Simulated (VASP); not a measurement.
A calculation with VASP 6.6.1 of V (native input, structure from a POSCAR):

File INCAR:

```
ALGO = Normal
EDIFF = 1E-6
ENCUT = 520
GGA = RP
ISIF = 2
ISMEAR = 0
ISPIN = 2
LASPH = T
LCHARG = F
LMAXMIX = 4
LORBIT = 11
LREAL = F
LWAVE = F
MAGMOM = 2
NELM = 150
PREC = Accurate
SIGMA = 0.1
```

File KPOINTS:

```
k-points
0
Gamma
  12 12 12
```

Contents of POSCAR:

```
V
1.0
   -1.5143500000      1.5143500000      1.5143500000
    1.5143500000     -1.5143500000      1.5143500000
    1.5143500000      1.5143500000     -1.5143500000
V
1
Direct
    0.0000000000      0.0000000000      0.0000000000
```

Potentials or basis: VASP PAW PBE potentials, release 64 (V_sv).

Launch:

```sh
$ cat potpaw_PBE.64/V_sv/POTCAR > POTCAR
$ mpirun -np 1 vasp_std > vasp.out
```

**Question.** Write the same calculation in another form: ASE script, structure typed inline.

**Answer.** As run:

Contents of run.py:

```python
from ase import Atoms
from ase.calculators.vasp import Vasp
from ase.dft.bandgap import bandgap

atoms = Atoms(
    ['V'],
    cell=[[-1.51435, 1.51435, 1.51435], [1.51435, -1.51435, 1.51435], [1.51435, 1.51435, -1.51435]],
    scaled_positions=[[0.0, 0.0, 0.0]],
    pbc=True,
)
atoms.set_initial_magnetic_moments([2.0])
calc = Vasp(
    directory='calc',
    xc='rpbe',
    pp='PBE',
    setups='recommended',
    prec='Accurate',
    encut=520,
    ediff=1e-06,
    ismear=0,
    sigma=0.1,
    lreal=False,
    lasph=True,
    nelm=150,
    algo='Normal',
    isif=2,
    lwave=False,
    lcharg=False,
    ispin=2,
    lorbit=11,
    lmaxmix=4,
    kpts=[12, 12, 12],
    gamma=True,
    nbands=16,
)
atoms.calc = calc

print('energy (eV):', atoms.get_potential_energy())
print('free energy (eV):', atoms.get_potential_energy(force_consistent=True))
print('forces (eV/A):')
print(atoms.get_forces())
print('stress (eV/A^3, Voigt):', atoms.get_stress())
print('Fermi level (eV):', calc.get_fermi_level())
print('moment (muB):', atoms.get_magnetic_moment())
print('site moments (muB):', atoms.get_magnetic_moments())
gap, top, bottom = bandgap(calc)
print('band gap (eV):', gap, 'from (spin, k, band)', top, 'to', bottom)
```

Potentials or basis: VASP PAW PBE potentials, release 64 (V_sv).

The run is started by

```console
$ python run.py
```

Both were run:

|  | native input, structure from a POSCAR | ASE script, structure typed inline |
| --- | --- | --- |
| Pressure | -1.0 GPa | -1.0 GPa |
| Band gap on the k mesh | none (metal or under the smearing width) | none (metal or under the smearing width) |
| Net moment | 0.00 μB per cell | 0.00 μB per cell |
| Valence electrons inside the program's atomic spheres | V 11.59 | V 11.59 |

Keys that steer only the numerical path or the files written may differ.

Caveat: the PAW data sets were made with another functional, which shifts forces and pressure a little.
